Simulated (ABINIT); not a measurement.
# PtSe2 (Sudovikovite) (P-3m1) in ABINIT: convergence with nband

Aim: find how far nband must go before the results for PtSe2 (Sudovikovite) settle, at BLYP. This setting moves, with any that are tied to it; all else stays.

Everything below comes from runs of ABINIT 10.8.3 (patched build). Logs are shortened: lines on timing, memory, paths and dates and some standing lists are left out, and cuts for length are marked. The log counts tension as positive stress, the text compression.

## (1) Starting point

The structure is trigonal, space group P-3m1 (No. 164). The conventional cell has a = 3.724 Å, b = 3.724 Å, c = 5.062 Å, α = 90.00°, β = 90.00°, γ = 120.00°. Around Pt (site symmetry -3m) lie 6 Se at 2.49 Å. Se (site symmetry 3m) is surrounded by 3 Pt at 2.49 Å.

## (2) With nband 12

The input, run.abi:

```
pp_dirpath "./"
pseudos "Pt.GGA_PBE-JTH.xml, Se.GGA_PBE-JTH.xml"

acell 3*1.0
rprim
     7.0373400881     0.0000000000     0.0000000000
    -3.5186700441     6.0945152914     0.0000000000
     0.0000000000     0.0000000000     9.5657936429
ntypat 2
znucl 78 34
natom 3
typat 1 2 2
xred
     0.0000000000     0.0000000000     0.0000000000
     0.6666666667     0.3333333333     0.7500000000
     0.3333333333     0.6666666667     0.2500000000

ecut 435.382180 eV
pawecutdg 32.0
pawxcdev 0

kptopt 1
ngkpt 8 8 5
nshiftk 1
shiftk 0.0 0.0 0.0

ixc -106131

nband 12
occopt 6
tsmear 0.00367493

nstep 100
tolvrs 1.0e-9

iomode 3
prtwf 0
prtden 0
prteig 0
prtebands 0
enunit 2
```

Potentials or basis: JTH PAW PBE v2.0.

On the command line:

```
abinit run.abi > log 2>&1
```

Run time: 45 s. Hardware: 1 thread of Arm Neoverse V2, shared host; peak memory 0.12 GiB.

Results (log left out):

```
Free energy            : -1254.2870 eV
Pressure               : 15.1 GPa
Largest force          : 1.105 eV/Å
Band gap on the k mesh : none (metal or under the smearing width)
```

## (3) With nband 13

run.abi: that of step 2 with these lines changed.

```diff
@@ -28,3 +28,3 @@
 
-nband 12
+nband 13
 occopt 6
```

Potentials or basis: JTH PAW PBE v2.0.

On the command line:

```
abinit run.abi > log 2>&1
```

Run time: 68 s. Hardware: 1 thread of Arm Neoverse V2, shared host; peak memory 0.12 GiB.

Results (log left out):

```yaml
Free_energy: -1254.2870 eV
Pressure: 15.1 GPa
Largest_force: 1.105 eV/Å
Band_gap_on_the_k_mesh: none (metal or under the smearing width)
```

## (4) With nband 14

run.abi: that of step 3 with these lines changed.

```diff
@@ -28,3 +28,3 @@
 
-nband 13
+nband 14
 occopt 6
```

On the command line:

```
abinit run.abi > log 2>&1
```

It took 39 s on 1 thread of Arm Neoverse V2, shared host; peak memory 0.12 GiB.

Results (log left out):

- Free energy: -1254.2870 eV
- Pressure: 15.1 GPa
- Largest force: 1.105 eV/Å
- Band gap on the k mesh: none (metal or under the smearing width)

## (5) With nband 15

run.abi: that of step 4 with these lines changed.

```diff
@@ -28,3 +28,3 @@
 
-nband 14
+nband 15
 occopt 6
```

On the command line:

```
abinit run.abi > log 2>&1
```

Run time: 42 s. Hardware: 1 thread of Arm Neoverse V2, shared host; peak memory 0.12 GiB.

It converged, with:

| Quantity | Value |
| --- | --- |
| Free energy | -1254.2870 eV |
| Pressure | 15.1 GPa |
| Largest force | 1.105 eV/Å |
| Band gap on the k mesh | none (metal or under the smearing width) |

## (6) With nband 16

run.abi: that of step 5 with these lines changed.

```diff
@@ -28,3 +28,3 @@
 
-nband 15
+nband 16
 occopt 6
```

Potentials or basis: JTH PAW PBE v2.0.

On the command line:

```
abinit run.abi > log 2>&1
```

Wall time 43 s (1 thread of Arm Neoverse V2, shared host); peak memory 0.12 GiB.

It converged, with:

* Free energy: -1254.2870 eV
* Pressure: 15.1 GPa
* Largest force: 1.105 eV/Å
* Band gap on the k mesh: none (metal or under the smearing width)

## (7) With nband 19

run.abi: that of step 6 with these lines changed.

```diff
@@ -28,3 +28,3 @@
 
-nband 16
+nband 19
 occopt 6
```

On the command line:

```
abinit run.abi > log 2>&1
```

Wall time 42 s (1 thread of Arm Neoverse V2, shared host); peak memory 0.12 GiB.

It converged, with:

| Property | Result |
| --- | --- |
| Free energy | -1254.2870 eV |
| Pressure | 15.1 GPa |
| Largest force | 1.105 eV/Å |
| Band gap on the k mesh | none (metal or under the smearing width) |

## (8) With nband 25

run.abi: that of step 7 with these lines changed.

```diff
@@ -28,3 +28,3 @@
 
-nband 19
+nband 25
 occopt 6
```

Potentials or basis: JTH PAW PBE v2.0.

On the command line:

```
abinit run.abi > log 2>&1
```

run.abo:

```text
.Version 10.8.3 of ABINIT
 Symmetries : space group P-3 m 1 (#164); Bravais hP (primitive hexag.)
================================================================================
 Values of the parameters that define the memory need of the present run
     intxc =       0    ionmov =       0      iscf =      17    lmnmax =      18
     lnmax =       6     mgfft =      36  mpssoang =       3    mqgrid =    3001
     natom =       3  nloc_mem =       2    nspden =       1   nspinor =       1
    nsppol =       1      nsym =      12    n1xccc =       1    ntypat =       2
    occopt =       6   xclevel =       2
       mpw =        1267          nfft =       26244          nkpt =          40
 PAW method is used; the additional fine FFT grid is defined by:
   mgfftf=        50    nfftf =     64800
================================================================================
================================================================================

--------------------------------------------------------------------------------
------------- Echo of variables that govern the present computation ------------
--------------------------------------------------------------------------------
 -outvars: echo values of preprocessed input variables --------
            acell      1.0000000000E+00  1.0000000000E+00  1.0000000000E+00 Bohr
              amu      1.95080000E+02  7.89600000E+01
             ecut      1.60000000E+01 Hartree
           enunit           2
              ixc     -106131
         kptrlatt        8    0    0      0    8    0      0    0    5
          kptrlen      4.78289682E+01
            natom           3
            nband          25
            ngfft          27      27      36
          ngfftdg          36      36      50
             nkpt          40
            nstep         100
             nsym          12
           ntypat           2
           occopt           6
        pawecutdg      3.20000000E+01 Hartree
         pawxcdev           0
           prtden           0
        prtebands           0
           prteig           0
            prtwf           0
            rprim      7.0373400881E+00  0.0000000000E+00  0.0000000000E+00
                      -3.5186700441E+00  6.0945152914E+00  0.0000000000E+00
                       0.0000000000E+00  0.0000000000E+00  9.5657936429E+00
          spgroup         164
           tolvrs      1.00000000E-09
           tsmear      3.67493000E-03 Hartree
            typat      1  2  2
           useylm           1
           xangst      0.0000000000E+00  0.0000000000E+00  0.0000000000E+00
                       1.8619999987E+00  1.0750262005E+00  3.7964999974E+00
                      -1.7639288942E-11  2.1500524010E+00  1.2654999991E+00
            xcart      0.0000000000E+00  0.0000000000E+00  0.0000000000E+00
                       3.5186700440E+00  2.0315050971E+00  7.1743452322E+00
                      -3.3333425155E-11  4.0630101943E+00  2.3914484107E+00
             xred      0.0000000000E+00  0.0000000000E+00  0.0000000000E+00
                       6.6666666667E-01  3.3333333333E-01  7.5000000000E-01
[... 154 lines left out ...]
    2     -0.00000000000000    -0.00000000000000    -1.10521860002712
    3     -0.00000000000000    -0.00000000000000     1.10521860002712
 frms,max,avg= 5.2100504E-01 1.1052186E+00   0.000E+00  0.000E+00  0.000E+00 e/A
 length scales=  1.000000000000  1.000000000000  1.000000000000 bohr
              =  0.529177210544  0.529177210544  0.529177210544 angstroms
 Fermi (or HOMO) energy (hartree) =   0.15759   Average Vxc (hartree)=  -0.36786
 Eigenvalues (hartree) for nkpt=  40  k points:
 kpt#   1, nband= 25, wtk=  0.00313, kpt=  0.0000  0.0000  0.0000 (reduced coord)
  -0.42265   -0.32208   -0.10681   -0.08260   -0.08260    0.00702    0.00702    0.05965
   0.11586    0.11586    0.16939    0.20690    0.20690    0.29742    0.31070    0.43058
   0.43058    0.60387    0.62009    0.62009    0.62106    0.62106    0.63219    0.63416
   0.63424
      occupation numbers for kpt#   1
   2.00000    2.00000    2.00000    2.00000    2.00000    2.00000    2.00000    2.00000
   2.00000    2.00000   -0.00005    0.00000    0.00000    0.00000    0.00000    0.00000
   0.00000    0.00000    0.00000    0.00000    0.00000    0.00000    0.00000    0.00000
   0.00000
 prteigrs : prtvol=0 or 1, do not print more k-points.

 Fermi (or HOMO) energy (eV) =   4.28833   Average Vxc (eV)= -10.00988
 Eigenvalues (   eV  ) for nkpt=  40  k points:
 kpt#   1, nband= 25, wtk=  0.00313, kpt=  0.0000  0.0000  0.0000 (reduced coord)
 -11.50091   -8.76434   -2.90635   -2.24753   -2.24753    0.19098    0.19098    1.62317
   3.15260    3.15260    4.60944    5.63003    5.63003    8.09316    8.45455   11.71664
  11.71664   16.43222   16.87361   16.87361   16.89980   16.89980   17.20273   17.25632
  17.25843
 prteigrs : prtvol=0 or 1, do not print more k-points.

--- !EnergyTerms
iteration_state     : {dtset: 1, }
comment             : Components of total free energy in Hartree
kinetic             :  1.48187349657778E+01
hartree             :  8.21955201055490E+00
xc                  : -1.54210971774144E+01
Ewald energy        : -4.30911328099720E+01
psp_core            :  5.05571456036532E+00
local_psp           : -2.51956361672091E+01
PAW spherical_terms :  9.51967602267446E+00
internal            : -4.60941885952231E+01
'-kT*entropy'       : -1.41498869259823E-05
total_energy        : -4.60942027451100E+01
total_energy_eV     : -1.25428715459775E+03
...

--- !EnergyTermsDC
iteration_state     : {dtset: 1, }
comment             : '"Double-counting" decomposition of free energy'
band_energy         : -1.41398804742121E+00
Ewald energy        : -4.30911328099720E+01
psp_core            :  5.05571456036532E+00
xc_dc               : -1.32592733606479E+01
PAW spherical_terms :  6.61449854173849E+00
internal            : -4.60941811159373E+01
'-kT*entropy'       : -1.41498869259823E-05
total_energy_dc     : -4.60941952658243E+01
total_energy_dc_eV  : -1.25428695107601E+03
...

--- !EnergyTermsWithPAWCore
iteration_state     : {dtset: 1, }
comment             : 'Components of total free energy, including PAW core contributions'
Total energy        : -2.32757010991427E+04
Total energy DC     : -2.32757010916634E+04
Total energy (eV)   : -6.33364092754777E+05
Total energy DC (eV): -6.33364092551255E+05
...

 Cartesian components of stress tensor (hartree/bohr^3)
  sigma(1 1)= -5.44602235E-04  sigma(3 2)=  0.00000000E+00
  sigma(2 2)= -5.44602235E-04  sigma(3 1)=  0.00000000E+00
  sigma(3 3)= -4.48161769E-04  sigma(2 1)=  9.66305436E-14

-Cartesian components of stress tensor (GPa)         [Pressure=  1.5077E+01 GPa]
- sigma(1 1)= -1.60227509E+01  sigma(3 2)=  0.00000000E+00
- sigma(2 2)= -1.60227509E+01  sigma(3 1)=  0.00000000E+00
- sigma(3 3)= -1.31853745E+01  sigma(2 1)=  2.84296875E-09

== END DATASET(S) ==============================================================
================================================================================

 -outvars: echo values of variables after computation  --------
            acell      1.0000000000E+00  1.0000000000E+00  1.0000000000E+00 Bohr
           etotal     -4.6094195266E+01
            fcart     -0.0000000000E+00 -0.0000000000E+00 -1.1564823173E-18
                      -0.0000000000E+00 -0.0000000000E+00 -2.1493079791E-02
                      -0.0000000000E+00 -0.0000000000E+00  2.1493079791E-02
            rprim      7.0373400881E+00  0.0000000000E+00  0.0000000000E+00
                      -3.5186700441E+00  6.0945152914E+00  0.0000000000E+00
                       0.0000000000E+00  0.0000000000E+00  9.5657936429E+00
           strten     -5.4460223452E-04 -5.4460223466E-04 -4.4816176929E-04
                       0.0000000000E+00  0.0000000000E+00  9.6630543626E-14
           xangst      0.0000000000E+00  0.0000000000E+00  0.0000000000E+00
                       1.8619999987E+00  1.0750262005E+00  3.7964999974E+00
                      -1.7639288942E-11  2.1500524010E+00  1.2654999991E+00
             xred      0.0000000000E+00  0.0000000000E+00  0.0000000000E+00
                       6.6666666667E-01  3.3333333333E-01  7.5000000000E-01
                       3.3333333333E-01  6.6666666667E-01  2.5000000000E-01
 Calculation completed.
```

It took 58 s on 1 thread of Arm Neoverse V2, shared host; peak memory 0.13 GiB.

Results:

```yaml
Free_energy: -1254.2870 eV
Pressure: 15.1 GPa
Largest_force: 1.105 eV/Å
Band_gap_on_the_k_mesh: none (metal or under the smearing width)
```

## (9) The series at a glance

```tsv
nband	energy less the tightest run (meV/atom)	SCF cycles	CPU time (s)	peak memory (GiB)
12	0.00	27	45	0.12
13	0.00	40	68	0.12
14	0.00	20	39	0.12
15	0.00	20	42	0.12
16	0.00	20	43	0.12
19	0.00	16	42	0.12
25	0.00	18	58	0.13
```

Against the tightest run, the energy stays within 1 meV/atom from 12 on. The tightest run that finished is the yardstick and may itself not be fully converged.

Caveats: so large a pressure means that the cell lies far from this level's equilibrium, or that cutoff or potentials fall short; the potentials were made for another functional, which shifts forces and pressure; the atomic spheres overlap.
